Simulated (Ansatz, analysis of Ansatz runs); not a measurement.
# Reproducing a measured local vibrational mode: Al-H pair in alpha-quartz, part 2 of 2

Aim: the local vibrational mode of the Al-H pair in alpha-quartz, to be set beside the measurement. Set-up: LDA, 72-site cell, LDA lattice, 420 eV, k: the single point 1/4 1/4 1/4. The model is a cell of 72 host atoms with Al put on another atom's site and H put in between. The frequencies come from force constants among the defect atom and its neighbours, with the masses of the isotopes named. A local or semilocal functional is the cheapest first rung.

Ansatz 0.2.0; LDA, 72-site cell, LDA lattice, 420 eV, k: the single point 1/4 1/4 1/4.

So far: Starting point; Relaxation, charge 0.

### 2. Relaxation, charge 0 (continued)

Level of this step: plane-wave PAW DFT, LDA; relaxation of all atoms of a defect supercell (Ansatz).

Relaxation path (22 of 24):

```csv
step,energy less that of the first step (eV),largest force component (eV/Å)
1,0.0000,34.4060
2,-6.1465,16.3336
3,-9.7287,7.8825
4,-11.2906,3.5010
5,-11.9788,1.7290
6,-12.3094,1.2441
8,-12.6607,0.3159
9,-12.7024,0.2284
10,-12.7077,0.3633
11,-12.7138,0.2882
12,-12.7156,0.0383
13,-12.7156,0.0381
14,-12.7181,0.0429
15,-12.7261,0.2795
16,-12.7388,0.5489
17,-12.7551,0.5109
19,-12.8039,0.1360
20,-12.8080,0.0442
21,-12.8088,0.0187
22,-12.8088,0.0268
23,-12.8089,0.0054
24,-12.8089,0.0054
```

The atoms that moved most (Å, from the sites as typed, ahead of the random displacement, the mean shift of all atoms taken out):

```csv
atom,dx,dy,dz,length
H73,-1.242,-0.033,0.901,1.534
O4,-0.290,-0.267,0.064,0.399
O63,0.327,0.076,-0.139,0.363
O15,0.211,-0.178,-0.169,0.324
O16,0.043,-0.007,0.191,0.196
O62,0.163,-0.082,0.064,0.193
O5,-0.155,0.094,0.062,0.191
O31,0.128,0.129,-0.045,0.187
```

Neighbours of the ideal centre at the end:

```csv
atom,distance (Å)
O4,0.574
Al12,1.392
H73,1.502
Si1,1.893
O15,2.339
O9,2.443
O16,2.525
O27,2.655
O5,2.697
```

Neighbours of the added atoms: H73: O4 1.01, O63 1.78, Si1 2.26 Å.

Read from the output:

* free energy: -41265.1352 eV

The relaxation ends 175 meV an atom lower than the displaced start, with a largest force component of 0.0054 eV/Å.

### 3. Local vibrational modes

A local mode lives on the defect and the atoms next to it, so only the sites listed in the input are displaced, which costs far fewer SCF runs than the whole cell would.

This step: plane-wave PAW DFT, LDA; finite-displacement force constants among the atoms nearest to a defect, the others at rest.

modes/input.yaml

```yaml
crystal:
  lattice:
    - [9.73644236, 0.0, 0.0]
    - [-4.86822118, 8.43200643, 0.0]
    - [0.0, 0.0, 10.7331742]
  atoms:
    - { symbol: Si, position: [0.219942139, -0.012262721, 0.331973226] }
    - { symbol: Si, position: [0.000670286, 0.240534594, 0.160954447] }
[... 1 atom line left out ...]
    - { symbol: O, position: [0.160255834, 0.106331022, 0.395280831] }
    - { symbol: O, position: [0.352072478, 0.079007921, 0.228455975] }
[... 3 atom lines left out ...]
    - { symbol: O, position: [0.299835295, 0.439485539, 0.435753965] }
[... 2 atom lines left out ...]
    - { symbol: Al, position: [0.273035234, 0.273050605, 0.507344242] }
[... 2 atom lines left out ...]
    - { symbol: O, position: [0.44366729, 0.273409393, 0.54019569] }
    - { symbol: O, position: [0.142130607, 0.204892983, 0.628058029] }
[... 9 atom lines left out ...]
    - { symbol: O, position: [0.060838845, 0.849150642, 0.271830189] }
    - { symbol: O, position: [0.287569859, 0.930013687, 0.443484919] }
[... 16 atom lines left out ...]
    - { symbol: O, position: [0.566297719, 0.366630826, 0.278098495] }
[... 18 atom lines left out ...]
    - { symbol: O, position: [0.832718994, 0.941376115, 0.43058929] }
[... 9 atom lines left out ...]
    - { symbol: H, position: [0.041733221, 0.049392621, 0.410691831] }
basis:
  ecutwfc: 420
  xc_grid: 2
hamiltonian:
  xc: lda
kpoints:
  mp_grid: { grid: [1, 1, 1], shift: [0.25, 0.25, 0.25] }
scf:
  occupations: { method: fermi_dirac, width: 0.01 }
  max_iter: 120
output: {}
checkpoint:
  read: "../relax.run"
phonons:
  supercell: [1, 1, 1]
  displaced_sites: [0, 3, 11, 62, 72]
```

Command:

```
> ansatz run input.yaml --threads 2 --pin off --max-ram 3768MiB --backend cpu --events-out ev --progress --plain --runs-dir out
```

Numbers of over 12 decimals in the logs are rounded to 6 here.

The log of the run:

```text
[...]
Crystal: 73 atoms, lattice volume = 881.169 Å³
Basis set: ecut = 420 eV, 17231 PW (Γ), exchange–correlation on 144×144×144 points (8 copies of the dense FFT grid, shifted against one another)
Bands: 265, of which v1, the nominal top of the filled ones, is band 192 counted from 1 (191 counted from 0)
Symmetry: 1 space group operations
k-points: 1
[...]
SCF iter   4: F=-41265.135243 eV  HF=-41265.135243 eV  |F-HF|=0.00e0  |Δ(HF+E_count)|=  2.26e-10  Δρ=5.29e-8  dr2=2.09e-11  ethr=1.00e-12  ⟨swp⟩=3.0  Hψ=971  notcnv=0
SCF 1 converged in 4 iterations: F = -41265.135243 eV  dr2 = 2.09e-11
[...]
SCF 2 converged in 9 iterations: F = -41265.135171 eV  dr2 = 8.41e-13
[...]
SCF 3 converged in 4 iterations: F = -41265.135158 eV  dr2 = 3.11e-12
[...]
symmetry images taken by strict's conditions (phonons.symmetry_images: auto; settled by no image being taken that strict refuses)
  force constants formed among 5 of 73 sites (Si 0, O 3, Al 11, O 62, H 72); the other 68 at rest. The modes move the named sites alone.
  the frequencies, the zero-point energy and the sums are of the block with the acoustic sum rule laid on its rows. Row sums over every site: 1.5e-4 eV/Å² at the most
  transpose residual: 3.9e-4 eV/Å²
  largest component of a force at the reference: 5.0e-3 eV/Å on a named site, 5.4e-3 eV/Å on a site at rest
  frequencies among the named sites at Γ of the cell (cm⁻¹): 276.98 297.75 326.86 361.87 470.10 557.46 601.39 624.53 706.47 713.56 742.60 837.63 924.94 1203.58 3017.03
  unstable modes among the named sites: 0
  frequencies as built, with no sum rule (cm⁻¹): 276.98 297.75 326.87 361.87 470.10 557.46 601.39 624.53 706.46 713.56 742.58 837.63 924.94 1203.57 3017.04
  zero-point energy: 0.722998 eV/cell   skipped modes (ω ≤ 0): 0
  not written: the harmonic force-constant file, the file of eigenvectors (these modes' are written with the force constants), the density of states and the dispersion, which are of every site
[key lines of the parts left out:]
SCF converged after 4 iterations
Free energy (F): -41265.135243 eV
Fermi energy:    5.866748 eV
```

Wall time 5.5 min (2 threads of Intel Xeon Platinum 8488C (Sapphire Rapids), shared host); peak memory 1.5 GiB; 11 min of CPU time.

The column dr2 measures how far the density is from self-consistency, as an energy; F and HF (Harris–Foulkes) agree once it is small.

Numbers from this step:

| Item | Value |
| --- | --- |
| free energy | -41265.1352 eV |

The modes with the largest weight on the probed atoms (the light atom of a pair), for the masses of each isotope. Modes of the displaced atoms (local only where they lie over the host's phonons):

```csv
isotopes,mode (cm⁻¹),share of the defect atoms
H,3017,0.938
H,1204,0.897
H,742.6,0.683
D,2201,0.878
D,931,0.327
D,524.5,0.692
```

### 4. Summary of results

| Quantity | Value |
| --- | --- |
| distance from the defect atom to its nearest neighbour | 1.013 Å |
| O-H stretch, 1H | 3017 cm⁻¹ |
| time of the whole chain | 9.7 min on 2 threads |

O-H stretch, 1H: computed 3017 cm⁻¹, measured 3378 cm⁻¹ and 3313 cm⁻¹; 296 cm⁻¹ (9 %) below the nearest measurement. The computed value is harmonic, while the measured line is the anharmonic fundamental, which for X–H stretches usually lies a few per cent lower. Only the named neighbours move, so modes near the host's band are approximate.

[Logs are printed without paths, hosts, clocks, repeated set-up lines and the standing remarks that a program may print on its own settings, such as how far it seeks lower states.]

[Hosts, paths, dates, database ids (printed as entryN), source tags and the programs' standing remarks are cut or masked in the printed files.]

[For some hosts the program warned that the k-mesh of the response run may be too coarse for force constants and the static dielectric constant; such warnings are not shown here.]
